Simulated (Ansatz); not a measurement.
**LiBr (rocksalt): G0W0 against its settings**

LiBr (rocksalt), relaxed with r2SCAN; one-shot G0W0 in Ansatz without spin-orbit coupling. (Simulation; spin polarisation is off.)

```yaml
crystal:
  lattice:
    - [0.00000, 2.73957, 2.73957]
    - [2.73957, 0.00000, 2.73957]
    - [2.73957, 2.73957, 0.00000]
  atoms:
    - { symbol: Li, position: [0.00000, 0.00000, 0.00000] }
    - { symbol: Br, position: [0.50000, 0.50000, 0.50000] }
```

Gaps are read over the mesh points alone. G0W0 values are finite-basis, finite-mesh values.
```
 start       potentials      frequency model   mesh  empty bands  screening cutoff (eV)  Kohn-Sham gap (eV)  G0W0 gap (eV)       rough cost
   PBE              PAW  contour deformation  4×4×4           66                     80                4.99           6.99   4 core-seconds
   PBE              PAW  contour deformation  4×4×4          154                    140                4.99           7.19  12 core-seconds
   PBE              PAW  contour deformation  4×4×4          284                    210                4.99           7.28  50 core-seconds
 HSE06              PAW  contour deformation  4×4×4          154                    140                6.22           7.77  40 core-seconds
   LDA              PAW  contour deformation  4×4×4          154                    140                4.69           7.03  13 core-seconds
r2SCAN              PAW  contour deformation  4×4×4          154                    140                5.88           7.63  16 core-seconds
   PBE              PAW     Godby-Needs pole  4×4×4          154                    140                4.99           7.16  18 core-seconds
   PBE              PAW  contour deformation  6×6×6           66                     80                4.99           7.00  18 core-seconds
   PBE  norm-conserving  contour deformation  4×4×4          154                    140                4.99           7.13  26 core-seconds
```

Over the mesh points the PBE gap of 4.99 eV becomes a quasiparticle gap of 7.28 eV (direct at Γ), a change of +2.29 eV. Renormalisation factors Z lie between 0.79 and 0.84.

Raising bands and cutoff together moves the gap by +0.20 eV (80 to 140 eV), then +0.09 eV (140 to 210 eV); the last step is still large, so the basis limit isn't reached. Starting from HSE06 (6.22 eV against PBE's 4.99 eV) gives 7.77 eV, +0.58 eV from G0W0@PBE at the same screening cutoff. Starting from LDA (4.69 eV against PBE's 4.99 eV) gives 7.03 eV, -0.16 eV from G0W0@PBE at the same screening cutoff. Starting from r2SCAN (5.88 eV against PBE's 4.99 eV) gives 7.63 eV, +0.44 eV from G0W0@PBE at the same screening cutoff. The Godby-Needs plasmon pole differs from contour deformation by -0.03 eV. A 6×6×6 mesh in place of 4×4×4 changes the opening over PBE by 0.00 eV (the gap on the mesh by +0.01 eV). Norm-conserving potentials (wave cutoff 1034 eV against 420 eV) shift the quasiparticle gap by -0.06 eV and the PBE gap by 0.00 eV. r2SCAN runs take a wave cutoff of 500 eV.
